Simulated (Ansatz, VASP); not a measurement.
**Two plane-wave programs on B**

```
B
1.0
     0.00000    1.43307    1.43307
     1.43307    0.00000    1.43307
     1.43307    1.43307    0.00000
B
1
Direct
  0.00000 0.00000 0.00000
```

Alike in both runs: functional PBE; k mesh 24 × 24 × 24; occupations fermi-dirac, width 0.05 eV; no spin polarisation.

Ansatz relaxed the structure, and its values are those at the end. VASP's run is a single point on that final structure, the one shown.

```csv
,VASP,Ansatz
version,VASP 6.6.1,Ansatz 0.2.0
potentials or method,"VASP PAW PBE potentials, release 64 (B)","PAW with Ansatz's default frozen-core files, scalar-relativistic"
plane-wave cutoff (eV),520,420
valence electrons in the cell,3,3
```

|  | VASP | Ansatz | Ansatz less VASP |
| --- | --- | --- | --- |
| pressure (GPa) | 0.0 | 0.0 | -0.03 |
